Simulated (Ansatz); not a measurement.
A 2-atom cell of CaSe started from a crystallographic database, relaxed with r2SCAN: space group Fm-3m (No. 225), cubic; conventional cell a = 5.935 Å, 26.13 Å³ an atom. Ca has 6 Se at 2.97 Å; Se has 6 Ca at 2.97 Å. One-shot G0W0@PBE in Ansatz on a 6×6×6 mesh (contour deformation, no spin-orbit coupling), from a PBE gap of 2.056 eV over the mesh points (the G0W0 gap is indirect on the mesh); the number N of bands summed and the screening cutoff rise together. The values are computed, spin-unpolarised, and not measurements.

```
  N  cutoff (eV)  1000/N  G0W0 gap (eV)
131          100   7.634          3.621
299          180   3.344          3.767
```

Q: Lay a straight line in 1000/N through these rows.

A: The slope is -0.0340 eV per unit of 1000/N and the intercept 3.881 eV.

Q: Predict the gap at N = 569 (260 eV).

A: 3.881 + (-0.0340) × 1.757 = 3.821 eV; the run gives 3.814 eV, -0.007 eV from the line.

Q: With that run's result added, what limit do the last two rows suggest?

A: Their slope is (3.814 − 3.767)/(1.757 − 3.344) = -0.0296, which meets 1/N = 0 at 3.87 eV, against 3.881 eV from the first line. The slope flattens, so the first line overshoots; the k mesh isn't extrapolated.

Spin-orbit coupling is left out.
